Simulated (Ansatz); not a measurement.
# How far is PAW off for AgCl?

```xyz
2
Lattice="0.0000 2.8052 2.8052 2.8052 0.0000 2.8052 2.8052 2.8052 0.0000" Properties=species:S:1:pos:R:3 pbc="T T T"
Ag    0.0000    0.0000    0.0000
Cl    2.8052    2.8052    2.8052
```

Atoms are numbered in the order listed.

The structure comes from a relaxation in the same program, started in the rocksalt type, and has space group Fm-3m. Whether it is a known phase or the ground state wasn't checked.

Methods: DFT, PBE, PAW with Ansatz's default frozen-core files, scalar-relativistic (Ansatz 0.2.0); DFT, PBE, all-electron PAW with datasets made for the crystal, scalar-relativistic (Ansatz 0.2.0); DFT, PBE, all-electron LAPW, scalar-relativistic (Ansatz 0.2.0).

For PAW: a Γ-centred 12×12×12 k mesh, Fermi–Dirac smearing of 0.08 eV, cutoff 420 eV, no spin polarisation. The crystal-made all-electron datasets (AE datasets) take a cutoff of 260 eV at this cell. LAPW targets a basis error of 0.5 meV/atom. The Ansatz runs share mesh, smearing and spin set-up. Plane-wave (PAW) pressures include the program's estimate of the Pulay term.

Stress and pressure are positive in compression.

Levels count from the top of the valence band.

| quantity | PAW | AE datasets | LAPW |
| --- | --- | --- | --- |
| pressure (GPa) | 0.03 | 0.03 | 0.02 |
| band gap (eV) | 0.923 | 0.924 | 0.924 |
| highest filled level at W (eV) | -1.102 | -1.102 | -1.102 |
| lowest empty level at W (eV) | 4.148 | 4.149 | 4.149 |
| highest filled level at Γ (eV) | -2.177 | -2.177 | -2.177 |
| lowest empty level at Γ (eV) | 0.923 | 0.924 | 0.924 |
| highest filled level at X (eV) | -1.800 | -1.800 | -1.800 |
| lowest empty level at X (eV) | 2.433 | 2.435 | 2.434 |

PAW's pressure differs from the LAPW value by about 0.01 GPa or less. Datasets made for the crystal and LAPW share parts of one code, so their agreement isn't an independent check.
